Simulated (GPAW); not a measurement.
# CuO (Cccm) in GPAW: notebook

The runs below take CuO through band structure, single point, with r2SCAN, TB-mBJ.

Program: GPAW 26.7.0. These are calculated values, not measurements. Logs are shortened: lines on timing, memory, paths and dates and some standing lists are left out, and cuts for length are marked. The log counts tension as positive stress, the text compression.

### 1 Starting point

It takes space group Cccm (No. 66, orthorhombic). The conventional cell has a = 3.982 Å, b = 4.307 Å, c = 5.156 Å, α = 90.00°, β = 90.00°, γ = 90.00°. Around Cu (site symmetry 2/m) lie 4 O at 1.95 Å. O (site symmetry 222) has 4 Cu at 1.95 Å as nearest neighbours.

Measurements of this composition are mostly on another form, of space group No. 15.

### 2 Band structure, r2SCAN

The input, run.py:

```python
from ase import Atoms
from ase.dft.bandgap import bandgap
from ase.io import write
from ase.units import GPa
from gpaw import GPAW, PW

atoms = Atoms(['Cu', 'Cu', 'O', 'O'],
              cell=[[1.990968, -2.15355, 0.0],
                    [1.990968, 2.15355, 0.0],
                    [0.0, 0.0, 5.155928]],
              scaled_positions=[[0.5, 0.0, 0.0],
                                [0.0, 0.5, 0.5],
                                [0.5, 0.5, 0.25],
                                [0.5, 0.5, 0.75]],
              pbc=True)

calc = GPAW(mode=PW(800),
            xc='MGGA_X_R2SCAN+MGGA_C_R2SCAN',
            kpts={'size': (6, 6, 4), 'gamma': True},
            occupations={'name': 'fermi-dirac', 'width': 0.05},
            nbands=33,
            convergence={'density': 1e-05, 'energy': 1e-05},
            maxiter=150,
            txt='gpaw.txt')
atoms.calc = calc
energy = atoms.get_potential_energy()
forces = atoms.get_forces()
stress = atoms.get_stress()
calc.write('gs.gpw')
write('result.traj', atoms)
print(f'Energy: {energy:.6f} eV')
print('Forces (eV/A):')
print(forces.round(4))
print('Stress (GPa):', (stress / GPa).round(3))
print('Fermi level:', round(calc.get_fermi_level(), 4), 'eV')
print(f'Gap: {bandgap(calc)[0]:.4f} eV, direct: {bandgap(calc, direct=True)[0]:.4f} eV')

path = atoms.cell.bandpath('GXSRAZGYX1A1TY,ZT', npoints=80, eps=1e-4)
bs_calc = calc.fixed_density(kpts=path, symmetry='off', nbands=47,
                             convergence={'bands': 'CBM+6.0', 'eigenstates': 1e-6}, txt='bands.txt')
bs = bs_calc.band_structure()
bs.write('bs.json')
print(f'Gap on the path: {bandgap(bs_calc)[0]:.4f} eV')
```

Potentials or basis: GPAW PAW data sets (gpaw-data 1.2.1), pw.

Started as:

```bash
$ OMP_NUM_THREADS=1 python run.py
```

gpaw.txt:

```text
__  _  _
 | _ |_)|_||  |
 |__||  | ||/\| - 26.7.0

Input parameters:
  mode=PW(ecut=800.0),
  convergence={'density': 1e-05, 'energy': 1e-05},
  kpts=MonkhorstPack(size=(6, 6, 4), gamma=True),
  maxiter=150,
  nbands=33,
  occupations=Occupations(name='fermi-dirac', width=0.05),
  xc=XC(name='MGGA_X_R2SCAN+MGGA_C_R2SCAN')

Diagonalizing LCAO Hamiltonian
Converting LCAO to pw mode

         CO

          O

       Cu

Atoms  # Å, Bohr magnetons
|   | symbol |        x |         y |        z |    initial magnetic moments |
|---|--------|----------|-----------|----------|-----------------------------|
| 0 |     Cu | 0.995484 | -1.076775 | 0.000000 | ( 0.0000,  0.0000,  0.0000) |
| 1 |     Cu | 0.995484 |  1.076775 | 2.577964 | ( 0.0000,  0.0000,  0.0000) |
| 2 |      O | 1.990968 |  0.000000 | 1.288982 | ( 0.0000,  0.0000,  0.0000) |
| 3 |      O | 1.990968 |  0.000000 | 3.866946 | ( 0.0000,  0.0000,  0.0000) |

Unit cell  # Å
| periodic |        x |         y |        z |  lengths |    angles |
|----------|----------|-----------|----------|----------|-----------|
|      yes | 1.990968 | -2.153550 | 0.000000 | 2.932871 | 90.000000 |
|      yes | 1.990968 |  2.153550 | 0.000000 | 2.932871 | 90.000000 |
|      yes | 0.000000 |  0.000000 | 5.155928 | 5.155928 | 94.492917 |

Number of symmetries: 4
Symmetry operations  # r_c * U_cc + t_c -> r_c
|   | kind |            matrix            |
|---|------|------------------------------|
| 0 |  E   |  1, 0, 0,  0, 1, 0,  0, 0, 1 |
| 1 |  σ   |  1, 0, 0,  0, 1, 0,  0, 0,-1 |
| 2 |  C2  | -1, 0, 0,  0,-1, 0,  0, 0, 1 |
| 3 |  i   | -1, 0, 0,  0,-1, 0,  0, 0,-1 |

BZ-sampling:
  Number of BZ points: 144
  Number of IBZ points: 60

  Monkhorst-Pack size: [6, 6, 4]
  Monkhorst-Pack shift: [0.08333333333333333, 0.08333333333333333, 0.125]

K-points  # in reciprocal-cell coordinates
|     |                                coordinates |     weight |
|-----|--------------------------------------------|------------|
|   0 | (  0.00000000,   0.00000000,   0.00000000) | 0.00694444 |
|   1 | (  0.00000000,   0.00000000,   0.25000000) | 0.01388889 |
|   2 | (  0.00000000,   0.00000000,   0.50000000) | 0.00694444 |
|   3 | (  0.00000000,   0.16666667,   0.00000000) | 0.01388889 |
|   4 | (  0.00000000,   0.16666667,   0.25000000) | 0.02777778 |
|   5 | (  0.00000000,   0.16666667,   0.50000000) | 0.01388889 |
|   6 | (  0.00000000,   0.33333333,   0.00000000) | 0.01388889 |
|   7 | (  0.00000000,   0.33333333,   0.25000000) | 0.02777778 |
|   8 | (  0.00000000,   0.33333333,   0.50000000) | 0.01388889 |
|   9 | (  0.00000000,   0.50000000,   0.00000000) | 0.00694444 |
| ... |                                            |            |
|  59 | (  0.50000000,   0.50000000,   0.50000000) | 0.00694444 |

Plane wave coefficients: 2288
Cutoff: 800.0 eV

Spin-components: 1 (collinear spins)
Bands:           33
Projectors:      22
Spin-degeneracy: 2
Datatype:        complex128

Parallelization:
  kpt:    1
  domain: 1
  band:   1

Density:
  Valence electrons: 34.0
  Components: 1
  Grid points: [20 20 35]
  Charge: 0.0  # |e|

Potential:
  Grid points: [20 20 35]

species:
  Cu:
    name:    Copper
    Z:       29.0
    valence: 11
    core:    18
    charge:  0.0  # [|e|]
    compensation charges:
      type: gauss
      rc: 0.33  # [Å]
      lmax: 2
    cutoffs:
      filter: 2.06  # [Å]
      core: 2.43  # [Å]
    projectors
    | kind |    occ | energy [eV] | rcut [Å] |
    |------|--------|-------------|----------|
    |   4s |  1.000 |      -4.609 |    1.164 |
    |   4p |  0.000 |      -0.698 |    1.164 |
    |   3d | 10.000 |      -5.039 |    1.058 |
    |    s |        |      22.603 |    1.164 |
    |    p |        |      26.513 |    1.164 |
    |    d |        |      22.172 |    1.058 |

    Using partial waves for Cu as LCAO basis

  O:
    name:    Oxygen
    Z:       8.0
    valence: 6
    core:    2
    charge:  0.0  # [|e|]
    compensation charges:
      type: gauss
      rc: 0.21  # [Å]
      lmax: 2
    cutoffs:
      filter: 1.17  # [Å]
      core: 0.83  # [Å]
    projectors
    | kind |    occ | energy [eV] | rcut [Å] |
    |------|--------|-------------|----------|
    |   2s |  2.000 |     -23.961 |    0.688 |
    |   2p |  4.000 |      -9.029 |    0.598 |
    |    s |        |       3.251 |    0.688 |
    |    p |        |      18.182 |    0.598 |
    |    d |        |       0.000 |    0.619 |

    Using partial waves for O as LCAO basis

Reference energy: -94124.608285  # eV

eigensolver:
  PPCG
  Converge bands: occupied
  niter=2

density mixing:
  MSR1-Mixer
  Pratt-step length: 0.05
  Maximum mixing coefficient: 0.75
  Old densities: 10
  SVD Regularization: 0.005
  Good broyden scale: 1.0
  Trust region scale: 1.0
  Backstep threshold: 4.0
  History deletion threshold: 6.0
  Fourier metric: weight=20.0, sigma=0.015

occupation numbers:
  Fermi-Dirac:
    width: 0.0500  # eV

poisson solver:
  ecut: 6400.0  # eV

xc functional:
  name: MGGA_X_R2SCAN+MGGA_C_R2SCAN with 2 nearest neighbor stencil

convergence criteria:
- Maximum integral of absolute [dens]ity change: 1e-05 electrons / valence electron
- Maximum [total energy] change in last 3 cyles: 1e-05 eV / valence electron
- Maximum integral of absolute [eigenst]ate change: 4e-08 eV^2 / valence electron
maximum number of iterations: 150

SCF iterations
|iter     | |      energy | eigst |  dens |
|---------|-|-------------|-------|-------|
|iter:   1| |  -46.296510 | +0.23 |       |
|iter:   2| |  -37.535826 | -0.98 | -0.89 |
|iter:   3| |  -34.668744 | -1.39 | -0.98 |
|iter:   4| |  -34.667815 | -2.28 | -1.44 |
|iter:   5| |  -34.721650 | -2.44 | -1.60 |
|iter:   6| |  -34.766269 | -2.84 | -1.86 |
|iter:   7| |  -34.701954 | -3.44 | -1.83 |
|iter:   8| |  -34.702727 | -4.50 | -2.73 |
|iter:   9| |  -34.703010 | -4.67 | -2.89 |
|iter:  10| |  -34.703014c| -6.16 | -3.55 |
|iter:  11| |  -34.703005c| -7.11 | -3.79 |
|iter:  12| |  -34.703005c| -8.41c| -4.65 |
|iter:  13| |  -34.703005c| -8.17c| -4.90 |
|iter:  14| |  -34.703005c| -8.39c| -5.25c|

Converged in 14 steps
Energy contributions relative to reference atoms: (reference = -94124.608285)

Energy contributions:
  Kinetic:          11.411991
  Coulomb:         -15.929965
  Zero:              0.503450
  External:          0.000000
  Xc:              -30.681647
  Entropy:          -0.013668
  Spinorbit:         0.000000
  ----------------------------
  Free energy:     -34.709839
  Extrapolated:    -34.703005

dipole moment: (-8.594155, -0.000009, -11.127975)  # |e|*Ang

Fermi level: 5.500
Eigenvalues  # (at kpt = [0.000, 0.000, 0.000])
| band index |      eig [eV] | occ [0-2] |
|------------|---------------|-----------|
|          0 |       -15.458 |     2.000 |
|        ... |               |           |
|          8 |         2.039 |     2.000 |
|          9 |         2.257 |     2.000 |
|         10 |         2.788 |     2.000 |
|         11 |         2.876 |     2.000 |
|         12 |         2.896 |     2.000 |
|         13 |         2.942 |     2.000 |
[... 8 lines left out ...]
|         22 |        20.641 |     0.000 |
|         23 |        20.750 |     0.000 |
|        ... |               |           |
|         32 |        30.810 |     0.000 |

No gap
No difference between direct/indirect transitions

Forces  # eV/Ang
|       x |       y |        z |
|---------|---------|----------|
| 0.00000 | 0.00000 |  0.00000 |  # Cu   0
| 0.00000 | 0.00000 |  0.00000 |  # Cu   1
| 0.00000 | 0.00000 |  0.00006 |  # O    2
| 0.00000 | 0.00000 | -0.00006 |  # O    3

Stress tensor  # eV/Ang^3
|        x |        y |        z |
|----------|----------|----------|
| 0.018131 | 0.000001 | 0.000000 |
| 0.000001 | 0.023935 | 0.000000 |
| 0.000000 | 0.000000 | 0.017612 |

# Writing to gs.gpw (mode='')
```

It took 3.2 min on 1 thread of Intel Xeon 6975P-C (Granite Rapids), shared host; peak memory 0.55 GiB.

What came out:

```yaml
Free_energy: -34.7098 eV
Pressure: -3.2 GPa
Band_gap_along_the_path: none (metal or under the smearing width)
```

Stress tensor (GPa, compression positive):
```
-2.90  0.00  0.00
 0.00 -3.83  0.00
 0.00  0.00 -2.82
```

Levels at the corners of the path, in eV from the Fermi level:
```csv
point,band 13,band 14,band 15,band 16,band 17,band 18,band 19,band 20
Γ,-2.60,-2.56,-2.53,-2.14,0.56,0.76,1.67,6.54
X,-2.60,-2.58,-1.58,-1.43,-1.41,1.14,2.60,7.36
S,-2.55,-2.09,-1.74,-1.70,0.21,0.46,4.00,6.30
R,-2.65,-2.57,-2.21,-1.95,-0.19,0.66,4.63,6.30
A,-2.12,-2.12,-1.62,-1.62,-0.48,-0.48,4.37,4.37
Z,-2.50,-2.50,-1.75,-1.75,0.11,0.11,3.77,3.77
Γ,-2.60,-2.56,-2.53,-2.14,0.56,0.76,1.67,6.54
Y,-2.62,-2.58,-1.60,-1.40,-1.35,1.16,2.45,7.57
X1,-2.60,-2.58,-1.58,-1.43,-1.41,1.14,2.60,7.36
A1,-2.12,-2.12,-1.62,-1.62,-0.48,-0.48,4.37,4.37
T,-2.10,-2.10,-1.60,-1.60,-0.49,-0.49,4.32,4.32
Y,-2.62,-2.58,-1.60,-1.40,-1.35,1.16,2.45,7.57
Z,-2.50,-2.50,-1.75,-1.75,0.11,0.11,3.77,3.77
T,-2.10,-2.10,-1.60,-1.60,-0.49,-0.49,4.32,4.32
```

Caveat: with this Cu data set, volumes or pressures lay over 1.5 % or 2 GPa off other programs in two to four cells of ten; the PAW data sets were made with another functional, which shifts forces and pressure a little; the run has no spin polarisation, though such a crystal can be magnetic; semilocal functionals often make such compounds metallic where correlation or magnetic order opens a gap, which also shifts bond lengths.

### 3 Single point, TB-mBJ

The input, run.py:

```python
from ase import Atoms
from ase.dft.bandgap import bandgap
from ase.io import write
from gpaw import GPAW, PW

atoms = Atoms(['Cu', 'Cu', 'O', 'O'],
              cell=[[1.990968, -2.15355, 0.0],
                    [1.990968, 2.15355, 0.0],
                    [0.0, 0.0, 5.155928]],
              scaled_positions=[[0.5, 0.0, 0.0],
                                [0.0, 0.5, 0.5],
                                [0.5, 0.5, 0.25],
                                [0.5, 0.5, 0.75]],
              pbc=True)

calc = GPAW(mode=PW(800),
            xc='TB09',
            kpts={'size': (6, 6, 4), 'gamma': True},
            occupations={'name': 'fermi-dirac', 'width': 0.05},
            nbands=33,
            convergence={'density': 1e-05, 'energy': 1e-05},
            eigensolver='cg',
            maxiter=150,
            txt='gpaw.txt')
atoms.calc = calc
energy = atoms.get_potential_energy()
calc.write('gs.gpw')
write('result.traj', atoms)
print('Fermi level:', round(calc.get_fermi_level(), 4), 'eV')
print(f'Gap: {bandgap(calc)[0]:.4f} eV, direct: {bandgap(calc, direct=True)[0]:.4f} eV')
```

Potentials or basis: GPAW PAW data sets for LDA (gpaw-data 1.2.1), pw.

Started as:

```bash
$ OMP_NUM_THREADS=1 python run.py
```

It took 5.6 min on 1 thread of Intel Xeon 6975P-C (Granite Rapids), shared host; peak memory 0.36 GiB.

The run converged. Its results:

```yaml
Band_gap_on_the_k_mesh: none (metal or under the smearing width)
```

Levels at points of the mesh, in eV from the Fermi level:
```tsv
k point	band 15	band 16	band 17	band 18	band 19	band 20
(0.00, 0.00, 0.00)	-2.60	-2.35	0.44	0.66	2.04	7.06
(0.00, 0.00, 0.50)	-2.02	-2.02	0.12	0.12	4.10	4.10
(0.00, 0.50, 0.00)	-1.98	-1.78	0.20	0.40	5.04	6.83
(0.00, 0.50, 0.50)	-2.28	-1.91	-0.15	0.54	5.48	6.86
(0.50, 0.00, 0.00)	-1.98	-1.78	0.20	0.40	5.04	6.83
(0.50, 0.00, 0.50)	-2.28	-1.91	-0.15	0.54	5.48	6.86
(0.50, 0.50, 0.00)	-1.48	-1.45	-1.32	1.09	3.47	8.82
(0.50, 0.50, 0.50)	-1.65	-1.65	-0.37	-0.37	5.28	5.28
```

Caveat: a model potential gives levels but no total energy; the PAW data sets were made with another functional, which shifts forces and pressure a little; the run has no spin polarisation, though such a crystal can be magnetic; semilocal functionals often make such compounds metallic where correlation or magnetic order opens a gap, which also shifts bond lengths.
